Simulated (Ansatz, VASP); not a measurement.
# Cross-check of Te2Mo between VASP and Ansatz

One calculation is typed for both programs; each brings its own data sets. How far apart do they land? The structure shown is the end of the Ansatz relaxation below.

Calculated with Ansatz 0.2.0; plane waves, with VASP 6.6.1 beside it; PBE with D3(BJ).

**1. The starting structure**

The cell holds 15 atoms: 10 Te and 5 Mo. Cell: a = 3.498 Å, b = 3.498 Å, c = 46.552 Å, α = 90.0°, β = 90.0°, γ = 120.0°. Vacuum lies along c.

**2. Ansatz: relaxation, PBE with D3(BJ)**

Ansatz runs on its PAW soft_1 files.

This run makes the geometry at which the two programs are then compared.

Input file input.yaml:

```yaml
crystal:
  lattice:
    - [3.5182, 0.0, 0.0]
    - [-1.7591, 3.04685058, 0.0]
    - [0.0, 0.0, 46.5523888]
  atoms:
    - { symbol: Te, position: [0.33333333, 0.66666667, 0.16110881] }
    - { symbol: Te, position: [0.33333333, 0.66666667, 0.2385525] }
    - { symbol: Te, position: [0.33333333, 0.66666667, 0.46127815] }
    - { symbol: Te, position: [0.66666667, 0.33333333, 0.31119348] }
    - { symbol: Te, position: [0.33333333, 0.66666667, 0.53872185] }
    - { symbol: Te, position: [0.66666667, 0.33333333, 0.38863717] }
    - { symbol: Te, position: [0.33333333, 0.66666667, 0.7614475] }
    - { symbol: Te, position: [0.66666667, 0.33333333, 0.61136283] }
    - { symbol: Te, position: [0.33333333, 0.66666667, 0.83889119] }
    - { symbol: Te, position: [0.66666667, 0.33333333, 0.68880652] }
    - { symbol: Mo, position: [0.66666667, 0.33333333, 0.19983066] }
    - { symbol: Mo, position: [0.33333333, 0.66666667, 0.34991533] }
    - { symbol: Mo, position: [0.66666667, 0.33333333, 0.5] }
    - { symbol: Mo, position: [0.33333333, 0.66666667, 0.65008467] }
    - { symbol: Mo, position: [0.66666667, 0.33333333, 0.80016934] }
kpoints:
  mp_grid: { grid: [11, 11, 1] }
scf:
  occupations: { method: fermi_dirac, width: 0.02 }
hamiltonian:
  xc: pbe
  pseudopotentials: { kind: paw, azcp: { folder: soft_1 } }
  dispersion: d3bj
basis:
  ecutwfc: 600
output:
  forces: true
  stress: true
relax:
  f_tol: 0.005
  max_steps: 70
  cell: { stress_tol: 0.02, p_target: 0, fix: [c, alpha, beta, gamma] }
```

Command:

```console
$ ansatz run input.yaml --threads 4 --pin off --max-ram 10240MiB --backend cpu --events-out ev --progress --plain --runs-dir out
```

Numbers of over 12 decimals in the logs are rounded to 6 here.

What it wrote:

```text
Warning: crystal.symmetry: narrowed to the stabiliser of the fixed cell quantities (relax.cell.fix) — unitary ops 12 → 4. The narrowing is safe, since a smaller group never makes results wrong: the run goes on under it, on as many k-points as the starting group would need, or more. Excluded: 8 operations that would move a fixed cell quantity at a test strain (relax.cell.fix fixes c, alpha, beta, gamma). The cell can leave their symmetry as it relaxes.
Engine: ansatz 0.2.0, aarch64-unknown-linux-gnu
Pseudopotentials: kind: paw
Pseudopotential: Te, paw, valence charge 16, recommended cutoff 420 eV (normal), soft_1/Te.paw.azcp
Pseudopotential: Mo, paw, valence charge 14, recommended cutoff 420 eV (normal), soft_1/Mo.paw.azcp
Functional definition: PBE
  parameter kappa = 0.804
  parameter beta = 0.066725
  exchange = pbe_x(kappa = kappa, mu = beta*pi^2/3)
  correlation = pbe_c(beta = beta)
Crystal: 15 atoms, lattice volume = 499.015 Å³
Basis set: ecut = 600 eV, 16403 PW (Γ), exchange–correlation on 60×60×750 points (8 copies of the dense FFT grid, shifted against one another)
Bands: 138, of which v1, the nominal top of the filled ones, is band 115 counted from 1 (114 counted from 0)
Symmetry: 4 space group operations
k-points: 36 of 121 (time reversal used)
Non-local potential: Te, projectors of the file, l = 0: 2, l = 1: 2, l = 2: 2, l = 3: 1
Non-local potential: Mo, projectors of the file, l = 0: 3, l = 1: 2, l = 2: 2, l = 3: 1
PAW form: soft (Blöchl's): semilocal exchange-correlation on the pseudo side does not see the compensation charge
PAW one-centre angular grid: Te, 590 points (default); XC on 64 Gauss nodes
PAW one-centre angular grid: Mo, 590 points (default); XC on 64 Gauss nodes
Initial density: superposition of atomic densities (neutral atoms: chi_scale 0, normalization atom)
Initial wavefunctions: pseudopotential atomic-orbital guess
Functional: x = pbe(κ = 0.804, μ = 0.219515), c = pbe(β = 0.066725)
SCF iter   1: F=—  HF=-94595.360567 eV  |F-HF|=—  |Δ(HF+E_count)|=         —  Δρ=4.25e-2  dr2=1.21e1  ethr=3.10e-3  ⟨swp⟩=7.8  Hψ=20035  notcnv=0  defer=55
preconditioner: auto → Resta (q_TF=auto, 2.398 Å⁻¹)  ε∞=5.4  [insulator: Δε(μ)=0.770 eV  Ē_g=7.523 eV  σ=0.020 eV  W_gap=1.00  n_scr=148 (ndim 8)  ℏωp=15.8 eV  f_vac=0.250  D(μ)=0.00/eV (n_scr^D=0)  ε∞_Penn≈5.4  vacuum switching on, ρ_ref=4.1e-3 e/Å³]
SCF iter   2: F=—  HF=-94593.145596 eV  |F-HF|=—  |Δ(HF+E_count)|=    2.21e0  Δρ=1.79e-2  dr2=6.14e0  ethr=3.10e-3  ⟨swp⟩=3.0  Hψ=8454  notcnv=0  defer=536
SCF iter   3: F=—  HF=-94592.504977 eV  |F-HF|=—  |Δ(HF+E_count)|=   6.41e-1  Δρ=1.26e-2  dr2=9.42e-1  ethr=2.67e-3  ⟨swp⟩=2.5  Hψ=5893  notcnv=0  defer=536
SCF iter   4: F=—  HF=-94592.314447 eV  |F-HF|=—  |Δ(HF+E_count)|=   1.91e-1  Δρ=4.41e-3  dr2=1.43e-1  ethr=4.10e-4  ⟨swp⟩=2.1  Hψ=6899  notcnv=0  defer=540
SCF iter   5: F=—  HF=-94592.285602 eV  |F-HF|=—  |Δ(HF+E_count)|=   2.88e-2  Δρ=1.01e-3  dr2=1.17e-2  ethr=6.21e-5  ⟨swp⟩=3.0  Hψ=6294  notcnv=0  defer=540
SCF iter   6: F=—  HF=-94592.285200 eV  |F-HF|=—  |Δ(HF+E_count)|=   4.02e-4  Δρ=3.84e-4  dr2=1.00e-2  ethr=5.08e-6  ⟨swp⟩=3.2  Hψ=6923  notcnv=0  defer=543
SCF iter   7: F=—  HF=-94592.284792 eV  |F-HF|=—  |Δ(HF+E_count)|=   4.08e-4  Δρ=1.17e-4  dr2=3.01e-4  ethr=4.35e-6  ⟨swp⟩=2.6  Hψ=5698  notcnv=0  defer=543
SCF iter   8: F=—  HF=-94592.284858 eV  |F-HF|=—  |Δ(HF+E_count)|=   6.64e-5  Δρ=1.36e-4  dr2=4.56e-4  ethr=1.31e-7  ⟨swp⟩=2.9  Hψ=6455  notcnv=0  defer=543
SCF iter   9: F=—  HF=-94592.284824 eV  |F-HF|=—  |Δ(HF+E_count)|=   3.38e-5  Δρ=3.48e-5  dr2=2.04e-5  ethr=1.31e-7  ⟨swp⟩=2.0  Hψ=5588  notcnv=0  defer=543
SCF iter  10: F=—  HF=-94592.283993 eV  |F-HF|=—  |Δ(HF+E_count)|=   8.31e-4  Δρ=2.72e-5  dr2=2.01e-5  ethr=8.87e-9  ⟨swp⟩=2.1  Hψ=6337  notcnv=0  defer=543
[...]
SCF 1 converged in 14 iterations: F = -94592.283991 eV  dr2 = 2.81e-8
  greatest PAW one-centre occupation: 0.999 electrons in one spin orbital (limit 2), on the Mo atom at site 14 (counted from 0), in its partial waves of l = 0
[...]
SCF iter  14: F=—  HF=-94592.331038 eV  |F-HF|=—  |Δ(HF+E_count)|=  1.46e-10  Δρ=2.39e-8  dr2=3.03e-11  ethr=1.00e-12  ⟨swp⟩=7.0  Hψ=22022  notcnv=0
SCF iter  15: F=-94592.331038 eV  HF=-94592.331038 eV  |F-HF|=1.46e-11  |Δ(HF+E_count)|=  1.60e-10  Δρ=7.05e-9  dr2=4.10e-13  ethr=1.00e-12  ⟨swp⟩=6.0  Hψ=18151  notcnv=0
SCF 8 converged in 15 iterations: F = -94592.331038 eV  dr2 = 4.10e-13
relax step   8: F+E_penalty+E_count = -94592.33103768 eV  Δ(F+E_penalty+E_count) = -8.493e-5 eV  max|allowed force component| = 1.027e-3 eV/Å  Δτ_max = 0.0177 Å  P = -0.007 GPa  Ω = 493.301 Å³  energy of the carried Pulay correction = +1.141e-4 eV  fix = [c, alpha, beta, gamma]  reactions: c -0.023 GPa; gamma -0.000 GPa/rad  (15 SCF iters, accepted)
Initial wavefunctions: pseudopotential atomic-orbital guess (no wavefunctions were taken with the density)
iter 1 solved again at ethr=1.96e-7 eV; its pass at ethr=3.10e-3 eV (dr2=4.52e-4 eV) is discarded
SCF iter   1: F=—  HF=-94592.331764 eV  |F-HF|=—  |Δ(HF+E_count)|=         —  Δρ=2.91e-6  dr2=3.35e-8  ethr=1.96e-7  ⟨swp⟩=5.6  Hψ=39419  notcnv=0
eigensolver tolerance schedule: the retry pair's looser diagonalisation over-reported the residual by 13491.25 of it (diagonalisation noise at 5.87 of the residual, at the tolerance the schedule requests for it); recorded, not acted on — ethr = c·dr2/N_el stays at c = 1.0e-1
SCF iter   2: F=—  HF=-94592.330925 eV  |F-HF|=—  |Δ(HF+E_count)|=   8.39e-4  Δρ=1.77e-6  dr2=5.35e-8  ethr=1.46e-11  ⟨swp⟩=4.2  Hψ=13753  notcnv=0
SCF iter   3: F=—  HF=-94592.330925 eV  |F-HF|=—  |Δ(HF+E_count)|=  2.91e-11  Δρ=1.07e-6  dr2=4.33e-9  ethr=1.46e-11  ⟨swp⟩=1.7  Hψ=5061  notcnv=0
SCF iter   4: F=—  HF=-94592.330925 eV  |F-HF|=—  |Δ(HF+E_count)|=   5.08e-9  Δρ=3.57e-7  dr2=5.34e-10  ethr=1.88e-12  ⟨swp⟩=2.0  Hψ=6538  notcnv=0
SCF iter   5: F=—  HF=-94592.330925 eV  |F-HF|=—  |Δ(HF+E_count)|=  3.35e-10  Δρ=2.21e-7  dr2=5.99e-10  ethr=1.00e-12  ⟨swp⟩=2.0  Hψ=5411  notcnv=0
SCF iter   6: F=—  HF=-94592.330925 eV  |F-HF|=—  |Δ(HF+E_count)|=  4.37e-11  Δρ=9.03e-8  dr2=1.02e-10  ethr=1.00e-12  ⟨swp⟩=1.0  Hψ=4969  notcnv=0
SCF iter   7: F=-94592.330925 eV  HF=-94592.330925 eV  |F-HF|=3.06e-10  |Δ(HF+E_count)|=    0.00e0  Δρ=2.76e-8  dr2=8.41e-12  ethr=1.00e-12  ⟨swp⟩=6.0  Hψ=22821  notcnv=0
SCF 9 converged in 7 iterations: F = -94592.330925 eV  dr2 = 8.41e-12
relax step   9: F+E_penalty+E_count = -94592.33092534 eV  Δ(F+E_penalty+E_count) = +1.123e-4 eV  max|allowed force component| = 1.040e-3 eV/Å  Δτ_max = 0.0000 Å  P = -0.007 GPa  Ω = 493.301 Å³  fix = [c, alpha, beta, gamma]  reactions: c -0.023 GPa; gamma -0.000 GPa/rad  stress off target by 1.17e-3 GPa on what of the cell is left free  SCF on the basis re-selected at this cell (its energy is not comparable with the rows above)  (7 SCF iters)
basis re-selected at this cell: Δ(F+E_penalty+E_count) = +1.123e-4 eV, ΔP = +0.000 GPa vs the last step (what re-selecting the basis moved, of the pressure what is left beyond the Pulay correction that the steps carried, after the strain that the cell walked since its last selection, with what the two solves' SCF thresholds leave and, on support functions, any second-order correction that the steps lacked; it is no m [...]
dispersion: the relaxed geometry stands within reach of a switch of an atom's C6, across which e_disp changes (each atom's share, over what another start of this relaxation can change, counted as every distance, over a cell that relax.cell.fix or crystal.periodic holds in part: site 10 (Mo), some 0.20 eV, crossed with farther neighbours; site 11 (Mo), some 0.22 eV, crossed with farther neighbours; site 12 (Mo), some  [...]
SCF converged after 7 iterations
Free energy (F): -94592.330925 eV
Harris-Foulkes:  -94592.330925 eV  (|F-HF|=3.06e-10)
Internal energy: -94592.330925 eV  (E = F + TS)
E sigma→0 (E₀):  -94592.330925 eV
Fermi energy:    8.710397 eV
--- Per-component energies (eV) ---
  E_band       = -3813.481953
  E_kinetic    = 3844.008470
  E_local      = -275487.895861  (includes V_loc(G=0)·N_el)
  E_nonlocal   = 1412.709578
  E_hartree    = 136655.304165
  E_xc         = -2107.815162
  E_vxc        = -2121.225704  (∫ρ·V_xc dr)
  E_paw        = -62780.617900  (= ΣΔE_a)
  E_vpaw       = -4771.687252  (= ΣTr[D̂ρ^β])
  E_aug_tail   = 0.000136  (compensation charges beyond the density's cutoff)
  E_ewald      = 103879.808532
  E_disp       = -7.832883  (pairwise vdW)
  E_smearing   = -0.000000  (= −TS)
  E_closure    = 0.000000  (closes the sum)
  Σ components = -94592.330925   (vs F -94592.330925, Δ=0.00e0)
--- Forces (eV/Å), atoms counted from 1 ---
  atom   1  Te    -0.00000007     0.00000004     0.00007215
  atom   2  Te     0.00000059    -0.00000034     0.00062160
  atom   3  Te     0.00000087    -0.00000050    -0.00104036
  atom   4  Te    -0.00000046     0.00000027    -0.00074036
  atom   5  Te     0.00000087    -0.00000050     0.00104036
  atom   6  Te    -0.00000094     0.00000054     0.00049042
  atom   7  Te     0.00000059    -0.00000034    -0.00062160
  atom   8  Te    -0.00000094     0.00000054    -0.00049042
  atom   9  Te    -0.00000007     0.00000004    -0.00007215
  atom  10  Te    -0.00000046     0.00000027     0.00074036
  atom  11  Mo     0.00000032    -0.00000018     0.00079287
  atom  12  Mo    -0.00000083     0.00000048    -0.00060405
  atom  13  Mo     0.00000103    -0.00000059     0.00000000
  atom  14  Mo    -0.00000083     0.00000048     0.00060405
  atom  15  Mo     0.00000032    -0.00000018    -0.00079287
  max |Σ_I F_I| component: 3.87e-9 eV/Å
--- Stress (GPa, compression-positive) ---
        0.001170       0.000001      -0.000000
        0.000001       0.001171      -0.000000
       -0.000000      -0.000000      -0.022723
  P = ⅓ Tr σ = -0.0068 GPa (-0.068 kbar)
--- Relaxed structure (8 steps of the walk, 6 accepted, 1 SCFs on fresh bases) ---
  F+E_penalty+E_count = -94592.33092534 eV   max|allowed force component| = 1.040e-3 eV/Å   (the final SCF, on the basis selected at the relaxed cell)
  cell:  # Å, volume = 493.3006 Å³
    - [3.497998, 9.642319098831314e-19, 0.0]
    - [-1.748999, 3.029355, 0.0]
    - [0.0, 0.0, 46.5523888]
  atoms:
    - { symbol: Te, position: [0.333333, 0.666667, 0.166557] }
    - { symbol: Te, position: [0.333333, 0.666667, 0.244664] }
    - { symbol: Te, position: [0.333333, 0.666667, 0.460979] }
    - { symbol: Te, position: [0.666667, 0.333333, 0.313816] }
    - { symbol: Te, position: [0.333333, 0.666667, 0.539021] }
    - { symbol: Te, position: [0.666667, 0.333333, 0.391861] }
    - { symbol: Te, position: [0.333333, 0.666667, 0.755336] }
    - { symbol: Te, position: [0.666667, 0.333333, 0.608139] }
    - { symbol: Te, position: [0.333333, 0.666667, 0.833443] }
    - { symbol: Te, position: [0.666667, 0.333333, 0.686184] }
    - { symbol: Mo, position: [0.666667, 0.333333, 0.205588] }
    - { symbol: Mo, position: [0.333334, 0.666666, 0.352838] }
    - { symbol: Mo, position: [0.666666, 0.333334, 0.5] }
    - { symbol: Mo, position: [0.333334, 0.666666, 0.647162] }
    - { symbol: Mo, position: [0.666667, 0.333333, 0.794412] }
```

[end of part 1 of 2]

[Lines on the potential files, build, host, timing and source positions are cut from VASP's logs without a mark.]

[Logs are printed without paths, hosts, clocks, repeated set-up lines and the standing remarks that a program may print on its own settings, such as how far it seeks lower states.]

[Hosts, paths, dates, database ids (printed as entryN), source tags and the programs' standing remarks are cut or masked in the printed files.]
